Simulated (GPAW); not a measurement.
# ZrB2 (P6/mmm) in GPAW: single point with r2SCAN+U

Aim: the single point of ZrB2 with r2SCAN+U.

Program: GPAW 26.7.0. These are calculated values, not measurements. Logs are shortened: lines on timing, memory, paths and dates and some standing lists are left out, and cuts for length are marked. The log counts tension as positive stress, the text compression.

### Step 1. Starting point

Symmetry: P6/mmm, No. 191, hexagonal system. The conventional cell has a = 3.170 Å, b = 3.170 Å, c = 3.533 Å, α = 90.00°, β = 90.00°, γ = 120.00°. Around Zr (site symmetry 6/mmm) lie 12 B at 2.54 Å. Around B (site symmetry -6m2) lie 3 B at 1.83 Å.

### Step 2. Single point, r2SCAN+U

The input, run.py:

```python
from ase import Atoms
from ase.dft.bandgap import bandgap
from ase.io import write
from ase.units import GPa
from gpaw import GPAW, PW

atoms = Atoms(['Zr', 'B', 'B'],
              cell=[[3.17, 0.0, 0.0],
                    [-1.585, 2.74530053, 0.0],
                    [0.0, 0.0, 3.533]],
              scaled_positions=[[0.0, 0.0, 0.0],
                                [0.6666666667, 0.3333333333, 0.5],
                                [0.3333333333, 0.6666666667, 0.5]],
              pbc=True)

calc = GPAW(mode=PW(550),
            xc='MGGA_X_R2SCAN+MGGA_C_R2SCAN',
            kpts={'size': (8, 8, 6), 'gamma': True},
            occupations={'name': 'fermi-dirac', 'width': 0.05},
            setups={'Zr': ':d,4.5'},
            nbands=20,
            maxiter=120,
            txt='gpaw.txt')
atoms.calc = calc
energy = atoms.get_potential_energy()
forces = atoms.get_forces()
stress = atoms.get_stress()
calc.write('gs.gpw')
write('result.traj', atoms)
print(f'Energy: {energy:.6f} eV')
print('Forces (eV/A):')
print(forces.round(4))
print('Stress (GPa):', (stress / GPa).round(3))
print('Fermi level:', round(calc.get_fermi_level(), 4), 'eV')
print(f'Gap: {bandgap(calc)[0]:.4f} eV, direct: {bandgap(calc, direct=True)[0]:.4f} eV')
```

Potentials or basis: GPAW PAW data sets (gpaw-data 1.2.1), pw.

On the command line:

```
$ OMP_NUM_THREADS=1 python run.py
```

gpaw.txt:

```text
__  _  _
 | _ |_)|_||  |
 |__||  | ||/\| - 26.7.0

Input parameters:
  mode=PW(ecut=550.0),
  kpts=MonkhorstPack(size=(8, 8, 6), gamma=True),
  maxiter=120,
  nbands=20,
  occupations=Occupations(name='fermi-dirac', width=0.05),
  setups={'Zr': ':d,4.5'},
  xc=XC(name='MGGA_X_R2SCAN+MGGA_C_R2SCAN')

Diagonalizing LCAO Hamiltonian
Converting LCAO to pw mode

         B  B

       Zr

Atoms  # Å, Bohr magnetons
|   | symbol |         x |        y |        z |    initial magnetic moments |
|---|--------|-----------|----------|----------|-----------------------------|
| 0 |     Zr |  0.000000 | 0.000000 | 0.000000 | ( 0.0000,  0.0000,  0.0000) |
| 1 |      B |  1.585000 | 0.915100 | 1.766500 | ( 0.0000,  0.0000,  0.0000) |
| 2 |      B | -0.000000 | 1.830200 | 1.766500 | ( 0.0000,  0.0000,  0.0000) |

Unit cell  # Å
| periodic |         x |        y |        z |  lengths |     angles |
|----------|-----------|----------|----------|----------|------------|
|      yes |  3.170000 | 0.000000 | 0.000000 | 3.170000 |  90.000000 |
|      yes | -1.585000 | 2.745301 | 0.000000 | 3.170000 |  90.000000 |
|      yes |  0.000000 | 0.000000 | 3.533000 | 3.533000 | 120.000000 |

Number of symmetries: 24
Symmetry operations  # r_c * U_cc + t_c -> r_c
|    | kind |            matrix            |
|----|------|------------------------------|
|  0 |  σ   |  1, 1, 0,  0,-1, 0,  0, 0, 1 |
|  1 |  C2  |  1, 1, 0,  0,-1, 0,  0, 0,-1 |
|  2 |  C6  |  1, 1, 0, -1, 0, 0,  0, 0, 1 |
|  3 |  S6  |  1, 1, 0, -1, 0, 0,  0, 0,-1 |
|  4 |  E   |  1, 0, 0,  0, 1, 0,  0, 0, 1 |
|  5 |  σ   |  1, 0, 0,  0, 1, 0,  0, 0,-1 |
|  6 |  σ   |  1, 0, 0, -1,-1, 0,  0, 0, 1 |
|  7 |  C2  |  1, 0, 0, -1,-1, 0,  0, 0,-1 |
|  8 |  σ   |  0, 1, 0,  1, 0, 0,  0, 0, 1 |
|  9 |  C2  |  0, 1, 0,  1, 0, 0,  0, 0,-1 |
| 10 |  C3  |  0, 1, 0, -1,-1, 0,  0, 0, 1 |
| 11 |  S3  |  0, 1, 0, -1,-1, 0,  0, 0,-1 |
| 12 |  C6  |  0,-1, 0,  1, 1, 0,  0, 0, 1 |
| 13 |  S6  |  0,-1, 0,  1, 1, 0,  0, 0,-1 |
| 14 |  σ   |  0,-1, 0, -1, 0, 0,  0, 0, 1 |
| 15 |  C2  |  0,-1, 0, -1, 0, 0,  0, 0,-1 |
| 16 |  σ   | -1, 0, 0,  1, 1, 0,  0, 0, 1 |
| 17 |  C2  | -1, 0, 0,  1, 1, 0,  0, 0,-1 |
| 18 |  C2  | -1, 0, 0,  0,-1, 0,  0, 0, 1 |
| 19 |  i   | -1, 0, 0,  0,-1, 0,  0, 0,-1 |
| 20 |  C3  | -1,-1, 0,  1, 0, 0,  0, 0, 1 |
| 21 |  S3  | -1,-1, 0,  1, 0, 0,  0, 0,-1 |
| 22 |  σ   | -1,-1, 0,  0, 1, 0,  0, 0, 1 |
| 23 |  C2  | -1,-1, 0,  0, 1, 0,  0, 0,-1 |

BZ-sampling:
  Number of BZ points: 384
  Number of IBZ points: 40

  Monkhorst-Pack size: [8, 8, 6]
  Monkhorst-Pack shift: [0.0625, 0.0625, 0.08333333333333333]

K-points  # in reciprocal-cell coordinates
|     |                                coordinates |     weight |
|-----|--------------------------------------------|------------|
|   0 | (  0.00000000,   0.00000000,   0.00000000) | 0.00260417 |
|   1 | (  0.00000000,   0.00000000,   0.16666667) | 0.00520833 |
|   2 | (  0.00000000,   0.00000000,   0.33333333) | 0.00520833 |
|   3 | (  0.00000000,   0.00000000,   0.50000000) | 0.00260417 |
|   4 | (  0.12500000,   0.00000000,   0.00000000) | 0.01562500 |
|   5 | (  0.12500000,   0.00000000,   0.16666667) | 0.03125000 |
|   6 | (  0.12500000,   0.00000000,   0.33333333) | 0.03125000 |
|   7 | (  0.12500000,   0.00000000,   0.50000000) | 0.01562500 |
|   8 | (  0.25000000,  -0.12500000,   0.00000000) | 0.01562500 |
|   9 | (  0.25000000,  -0.12500000,   0.16666667) | 0.03125000 |
| ... |                                            |            |
|  39 | (  0.50000000,   0.50000000,   0.50000000) | 0.00781250 |

Plane wave coefficients: 920
Cutoff: 550.0 eV

Spin-components: 1 (collinear spins)
Bands:           20
Projectors:      16
Spin-degeneracy: 2
Datatype:        complex128

Parallelization:
  kpt:    1
  domain: 1
  band:   1

Density:
  Valence electrons: 18.0
  Components: 1
  Grid points: [18 18 20]
  Charge: 0.0  # |e|

Potential:
  Grid points: [18 18 20]

species:
  Zr:
    name:    Zirconium
    Z:       40.0
    valence: 12
    core:    28
    charge:  0.0  # [|e|]
    Hubbard: {U: 4.5,  # eV
              l: 2,
              scale: True}
    compensation charges:
      type: gauss
      rc: 0.40  # [Å]
      lmax: 2
    cutoffs:
      filter: 2.39  # [Å]
      core: 1.59  # [Å]
    projectors
    | kind |    occ | energy [eV] | rcut [Å] |
    |------|--------|-------------|----------|
    |   4s |  2.000 |     -54.478 |    1.323 |
    |   5s |  2.000 |      -4.438 |    1.323 |
    |   4p |  6.000 |     -32.467 |    1.334 |
    |   5p |  0.000 |      -1.470 |    1.334 |
    |   4d |  2.000 |      -3.600 |    1.244 |
    |    d |        |      23.611 |    1.244 |

    Using partial waves for Zr as LCAO basis

  B:
    name:    Boron
    Z:       5.0
    valence: 3
    core:    2
    charge:  0.0  # [|e|]
    compensation charges:
      type: gauss
      rc: 0.20  # [Å]
      lmax: 2
    cutoffs:
      filter: 1.14  # [Å]
      core: 1.38  # [Å]
    projectors
    | kind |    occ | energy [eV] | rcut [Å] |
    |------|--------|-------------|----------|
    |   2s |  2.000 |      -9.443 |    0.635 |
    |   2p |  1.000 |      -3.606 |    0.635 |
    |    s |        |      17.768 |    0.635 |
    |    p |        |      23.605 |    0.635 |
    |    d |        |       0.000 |    0.635 |

    Using partial waves for B as LCAO basis

Reference energy: -99232.550370  # eV

eigensolver:
  PPCG
  Converge bands: occupied
  niter=2

density mixing:
  MSR1-Mixer
  Pratt-step length: 0.05
  Maximum mixing coefficient: 0.75
  Old densities: 10
  SVD Regularization: 0.005
  Good broyden scale: 1.0
  Trust region scale: 1.0
  Backstep threshold: 4.0
  History deletion threshold: 6.0
  Fourier metric: weight=20.0, sigma=0.015

occupation numbers:
  Fermi-Dirac:
    width: 0.0500  # eV

poisson solver:
  ecut: 4400.0  # eV

xc functional:
  name: MGGA_X_R2SCAN+MGGA_C_R2SCAN with 2 nearest neighbor stencil

convergence criteria:
- Maximum [total energy] change in last 3 cyles: 0.0005 eV / valence electron
- Maximum integral of absolute [dens]ity change: 0.0001 electrons / valence electron
- Maximum integral of absolute [eigenst]ate change: 4e-08 eV^2 / valence electron
maximum number of iterations: 120

SCF iterations
|iter     | |      energy | eigst |  dens |
|---------|-|-------------|-------|-------|
|iter:   1| |  -38.410856 | +0.23 |       |
|iter:   2| |  -33.960803 | -1.39 | -0.93 |
|iter:   3| |  -32.695945 | -0.71 | -0.97 |
|iter:   4| |  -32.723181 | -2.50 | -1.71 |
|iter:   5| |  -32.734942 | -3.10 | -2.05 |
|iter:   6| |  -32.735662 | -4.29 | -2.68 |
|iter:   7| |  -32.735686c| -5.87 | -3.48 |
|iter:   8| |  -32.735688c| -6.68 | -4.00c|
|iter:   9| |  -32.735689c| -7.73c| -4.60c|

Converged in 9 steps
Energy contributions relative to reference atoms: (reference = -99232.550370)

Energy contributions:
  Kinetic:          11.113126
  Coulomb:         -10.855949
  Zero:              0.407300
  External:          0.000000
  Xc:              -33.398862
  Entropy:          -0.002608
  Spinorbit:         0.000000
  ----------------------------
  Free energy:     -32.736993
  Extrapolated:    -32.735689

dipole moment: (-5.789105, -10.027024, -12.904042)  # |e|*Ang

Fermi level: 12.888
Eigenvalues  # (at kpt = [0.000, 0.000, 0.000])
| band index |      eig [eV] | occ [0-2] |
|------------|---------------|-----------|
|          0 |       -39.066 |     2.000 |
|          1 |       -16.487 |     2.000 |
|          2 |       -15.928 |     2.000 |
|          3 |       -15.928 |     2.000 |
|          4 |        -1.346 |     2.000 |
|          5 |         9.625 |     2.000 |
[... 9 lines left out ...]
|         15 |        17.654 |     0.000 |
|         16 |        20.720 |     0.000 |
|        ... |               |           |
|         19 |        32.975 |     0.000 |

No gap
No difference between direct/indirect transitions

Forces  # eV/Ang
|        x |        y |       z |
|----------|----------|---------|
|  0.00000 | -0.00000 | 0.00000 |  # Zr   0
| -0.00000 |  0.00000 | 0.00000 |  # B    1
|  0.00000 | -0.00000 | 0.00000 |  # B    2

Stress tensor  # eV/Ang^3
|         x |         y |         z |
|-----------|-----------|-----------|
| -0.055807 |  0.000000 |  0.000000 |
|  0.000000 | -0.055807 |  0.000000 |
|  0.000000 |  0.000000 | -0.081826 |

# Writing to gs.gpw (mode='')
```

Run time: 48 s. Hardware: 1 thread of Arm Neoverse V1, shared host; peak memory 0.25 GiB.

These settings aren't checked as converged: the numbers below hold their error.

What came out:

```yaml
Free_energy: -32.7370 eV
Pressure: 10.3 GPa
Band_gap_on_the_k_mesh: none (metal or under the smearing width)
```

Caveat: the cutoff is short for stress and forces, so pressures can be off by a GPa or more; the PAW data sets were made with another functional, which shifts forces and pressure a little; U without spin polarisation on a metal has little footing; the U is typed as a test and isn't derived for this compound.
